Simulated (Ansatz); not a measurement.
**In under compression and expansion**

```cif
data_structure
_symmetry_space_group_name_H-M 'I4/mmm'
_symmetry_Int_Tables_number 139
_cell_length_a 3.2523
_cell_length_b 3.2523
_cell_length_c 4.9479
_cell_angle_alpha 90.000
_cell_angle_beta 90.000
_cell_angle_gamma 90.000
_cell_volume 52.34
loop_
_atom_site_label
_atom_site_type_symbol
_atom_site_symmetry_multiplicity
_atom_site_Wyckoff_symbol
_atom_site_fract_x
_atom_site_fract_y
_atom_site_fract_z
_atom_site_occupancy
In1 In 2 a 0.00000 0.00000 0.00000 1
```

The runs use the primitive cell with vectors (-1.626, 1.626, 2.474), (1.626, -1.626, 2.474), (1.626, 1.626, -2.474) Å, to which the k mesh refers.

The geometry is COD entry 9017523, unchecked; take it as a test cell.

Spin–orbit coupling is left out, though it moves levels of the heavy atoms by tenths of an eV or more.

All numbers are computed: DFT, LDA, all-electron LAPW, scalar-relativistic (Ansatz 0.2.0); DFT, LDA, PAW with Ansatz's default frozen-core files, scalar-relativistic (Ansatz 0.2.0).

For LAPW: a Γ-centred 14×14×14 k mesh, Fermi–Dirac smearing of 0.05 eV, basis error target 0.5 meV/atom, no spin polarisation. PAW takes a cutoff of 420 eV at this cell (files made with PBE, cores remade for this functional). The Ansatz runs share mesh, smearing and spin set-up. Plane-wave (PAW) pressures include the program's estimate of the Pulay term.

The cell above is scaled evenly, with fractional coordinates and shape held.

```
V/V(cell)  V (Å³/atom)  P, LAPW (GPa)  P, PAW (GPa)
   0.9400       24.598          -0.01         -0.03
   0.9600       25.121          -1.02         -1.03
   0.9800       25.645          -1.90         -1.91
   0.9900       25.906          -2.30         -2.31
   1.0000       26.168          -2.67         -2.68
   1.0100       26.430          -3.02         -3.03
   1.0200       26.691          -3.35         -3.36
   1.0400       27.215          -3.94         -3.95
   1.0600       27.738              ?             ?
```

(1) Fill in the row V/V(cell) = 1.0600.

Results:

(1) P, LAPW (GPa) = -4.46, P, PAW (GPa) = -4.46.
